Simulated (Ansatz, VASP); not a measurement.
## One calculation of Zr, two programs

```
CELL_PARAMETERS angstrom
-1.78892 1.78892 1.78892
1.78892 -1.78892 1.78892
3.57785 3.57785 0.00000
ATOMIC_POSITIONS crystal
Zr 0.00000 0.00000 0.00000
Zr 0.50000 0.50000 0.50000
```

Alike in both runs: task single point; functional PBE; k mesh 12 × 12 × 7; occupations fermi-dirac, width 0.1 eV; no spin polarisation.

```csv
,VASP,Ansatz
version,VASP 6.6.1,Ansatz 0.2.0
potentials or method,"VASP PAW PBE potentials, release 64 (Zr_sv), cutoff 520 eV","all-electron LAPW, scalar-relativistic"
```

```csv
,VASP,Ansatz,Ansatz less VASP
pressure (GPa),0.1,0.0,-0.03
```

Ansatz ran all-electron here, so the differences hold the error of VASP's frozen core and of both bases.
